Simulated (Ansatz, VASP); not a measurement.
**Two plane-wave programs on Ag**

```
Ag
1.0
     3.66538    2.11621    2.41161
    -3.66538    2.11621    2.41161
     0.00000   -4.23242    2.41161
Ag
5
Direct
  0.13980 0.13980 0.13980
  0.20555 0.58660 0.58660
  0.58660 0.58660 0.20555
  0.58660 0.20555 0.58660
  0.77310 0.77310 0.77310
```

Alike in both runs: functional PBE; k mesh 6 × 6 × 6; occupations gaussian, width 0.1 eV; no spin polarisation.

Ansatz relaxed the structure, and its values are those at the end. VASP's run is a single point on that final structure, the one shown.

```csv
,VASP,Ansatz
version,VASP 6.6.1,Ansatz 0.2.0
potentials or method,"VASP PAW PBE potentials, release 64 (Ag)","scalar-relativistic, plane waves, PAW"
plane-wave cutoff (eV),520,420
valence electrons in the cell,55,95
```

|  | VASP | Ansatz | Ansatz less VASP |
| --- | --- | --- | --- |
| gap on the k mesh at the Fermi level (eV) | none | none | - |
| pressure (GPa) | 0.2 | 0.2 | +0.09 |
| rms of the force components (eV/Å) | 0.003 | 0.003 | +0.0005 |

A gap of «none» marks a metal or a gap that the smearing closes. The two sets of potentials don't hold the same shells in valence.
